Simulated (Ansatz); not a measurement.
Wanted: the native input for an Ansatz 0.2.0 run.

- Task: band structure
- Functional: PBE
- Potentials or basis: Ansatz PAW
- Cutoff: 420 eV (not typed: the program's choice for these potentials)
- k mesh: 7 × 6 × 7
- Occupations: fermi-dirac, width 0.05 eV
- Spin: no spin polarisation
- Path: [["X", "G", "Y"], ["L", "G", "Z"], ["N", "G", "M"], ["R", "G"]]
- Points for each segment of the path: 14

The system is BaTiO3.

```
Ba Ti O
1.0
     3.72890   -0.42193    0.02237
    -0.28447    3.27547    3.11008
     0.31643   -2.75371    2.58992
Ba Ti O
1 1 3
Direct
  0.00364 0.99727 0.99850
  0.50025 0.51161 0.51018
  0.99835 0.49282 0.49504
  0.49991 0.50154 0.99454
  0.49786 0.99299 0.49796
```

The cell isn't the ideal one: cell sheared at random, sigma 0.1, atoms nudged by 0.01 Å.

These files were run (other wordings do the same):

input.yaml

```yaml
crystal:
  lattice:
    - [3.72889799, -0.42192545, 0.02236748]
    - [-0.28447333, 3.27547427, 3.11008119]
    - [0.31642704, -2.75370717, 2.58991837]
  atoms:
    - { symbol: Ba, position: [0.00363726, 0.99726942, 0.99850154] }
    - { symbol: Ti, position: [0.50024523, 0.51160785, 0.51018213] }
    - { symbol: O, position: [0.99835421, 0.49281682, 0.49503598] }
    - { symbol: O, position: [0.4999067, 0.50153978, 0.99453815] }
    - { symbol: O, position: [0.4978566, 0.99298613, 0.49796219] }
hamiltonian:
  xc: pbe
  pseudopotentials: { kind: paw }
kpoints:
  mp_grid: { grid: [7, 6, 7] }
  band_path:
    path:
      - [[0.0, 0.0, 0.5], [0.0, 0.0, 0.0], [0.0, -0.5, 0.0]]
      - [[0.0, -0.5, 0.5], [0.0, 0.0, 0.0], [0.5, 0.0, 0.0]]
      - [[0.5, 0.0, 0.5], [0.0, 0.0, 0.0], [0.5, -0.5, 0.0]]
      - [[0.5, -0.5, 0.5], [0.0, 0.0, 0.0]]
    npoints: 14
scf:
  occupations: { method: fermi_dirac, width: 0.05 }
  n_extra_bands: 12
output:
  forces: true
  stress: true
  eigenvalues: true
  fatbands: true
```

Potentials or basis: Ansatz PAW.

The run is started by

```sh
$ ansatz run input.yaml --threads 2 --pin off --max-ram 5632MiB --backend cpu --events-out ev --progress --plain --runs-dir out
```

Results of the run:

| Property | Result |
| --- | --- |
| Pressure | 17.4 GPa |
| Largest force | 0.723 eV/Å |
| Band gap on the k mesh | 0.61 eV, indirect (least direct gap 0.70 eV) |
| Band gap along the path | 0.60 eV, indirect (least direct gap 0.70 eV) |

Caveat: the pressure holds a Pulay correction of +0.6 GPa for the finite cutoff; spin-orbit coupling is left out, which moves the levels of the heavy elements.

It took 33 s on 2 threads of Arm Neoverse V1, with other jobs on the host, peak memory 0.57 GiB.
